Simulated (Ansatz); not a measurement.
**WSi₂: strain energy, fitted**

WSi₂, I4/mmm, a = 3.229 Å, c = 7.867 Å. Ansatz: PBE, PAW, 420 eV, Γ-centred 12×12×6 mesh on 6 atoms, Gaussian smearing 0.10 eV; no spin polarisation. Series: uniaxial strain along a, with b, c and atoms relaxed; x is the strain in per cent. y is the free energy over the unstrained cell, V0 = 13.670 Å³/atom.

```
x (%) y (meV/atom)
 -4.5             ?
 -3.0         14.87
 -1.5          3.55
  0.0          0.00
  1.5          3.40
  3.0         13.41
  4.5         29.49
```

**Question.** Fit y = c2 x² + c3 x³ to the other rows, turn c2 into a modulus, and predict the missing energy.

**Answer.** Least squares on the rows shown. y = 1.5717 x² − 0.025842 x³. In eV per unit strain² c2 is 15.72; this is Young's modulus along the axis (E = ½ Y V0 ε²): 2 × 15.72 × 160.2 / (13.670) = 368 GPa. At x = -4.5 the fit asked for gives 34.18 meV/atom. The run gave 34.53 meV/atom, so the fit is 0.35 meV/atom too low, 1 % of the span of the series, against an rms of 0.05 meV/atom on the fitted rows. The row lies outside the fitted range. With a term in x⁴ added, a fit to the same known rows predicts 34.47 meV/atom, so most of the miss is curvature that the known rows already hold.

Spin–orbit coupling is left out, which can shift energies with elements as heavy as these.